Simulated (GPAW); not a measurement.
LiF (Griceite):

```
CELL_PARAMETERS angstrom
0.00000 2.01400 2.01400
2.01400 0.00000 2.01400
2.01400 2.01400 0.00000
ATOMIC_POSITIONS crystal
F 0.50000 0.50000 0.50000
Li 0.00000 0.00000 0.00000
```

Base run:

```yaml
Program: GPAW 26.7.0
Functional: TPSS
Potentials_or_basis: GPAW PAW data sets (gpaw-data 1.2.1)
Cutoff: 800 eV
Basis: pw
k_mesh: 11 × 11 × 11
Occupations: fermi-dirac, width 0.05 eV
Spin: no spin polarisation
```

Its results: band gap on the k mesh 9.24 eV, direct; pressure 1.5 GPa.

After a change of settings the same cell gave: band gap on the k mesh 9.07 eV, direct; pressure 2.0 GPa. Which change was it?
A. functional from TPSS to PBEint; potentials or basis from GPAW PAW data sets (gpaw-data 1.2.1) to PAW data sets generated in the run's folder for this functional
B. functional from TPSS to r2SCAN
C. functional from TPSS to PBE; occupations from fermi-dirac, width 0.05 eV to gaussian, width 0.05 eV

C.

Caveats: the PAW data sets were made with another functional, which shifts forces and pressure a little (some runs); an odd mesh through Γ misses points on the zone boundary, where band edges often lie (some runs).

Not every run made on this cell is shown here.
